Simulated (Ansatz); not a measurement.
Crystal: HgTe (Coloradoite).

```
CELL_PARAMETERS angstrom
0.00000 3.21450 3.21450
3.21450 0.00000 3.21450
3.21450 3.21450 0.00000
ATOMIC_POSITIONS crystal
Hg 0.00000 0.00000 0.00000
Te 0.75000 0.75000 0.75000
```

* Program: Ansatz 0.2.0
* Task: relaxation of cell and atoms
* Functional: RPBE
* Dispersion: D3(BJ)
* Potentials or basis: all-electron LAPW, scalar-relativistic
* Basis error allowed: 0.001 eV/atom
* k mesh: 7 × 7 × 7
* Occupations: fermi-dirac, width 0.05 eV
* Spin: no spin polarisation

At the start: volume 33.22 Å³/atom.

**Question.** How do energy, volume and symmetry change on relaxing?

**Answer.** Over 5 steps the energy falls by 18.8 meV/atom and the volume is 31.30 Å³/atom (-5.8 %); space group F-43m (No. 216, to 0.05 Å).

The path:
| step | energy change (eV) | largest force (eV/Å) | volume (Å³) |
| --- | --- | --- | --- |
| 1 | 0.0000 | 0.0000 | 66.43 |
| 2 | -0.0122 | 0.0000 | 59.74 |
| 3 | -0.0373 | 0.0000 | 62.93 |
| 4 | -0.0376 | 0.0000 | 62.60 |
| 5 | -0.0376 | 0.0000 | 62.60 |

Final structure:
```
CELL_PARAMETERS angstrom
0.00000 3.15154 3.15154
3.15154 0.00000 3.15154
3.15154 3.15154 0.00000
ATOMIC_POSITIONS crystal
Hg 0.00000 0.00000 0.00000
Te 0.75000 0.75000 0.75000
```
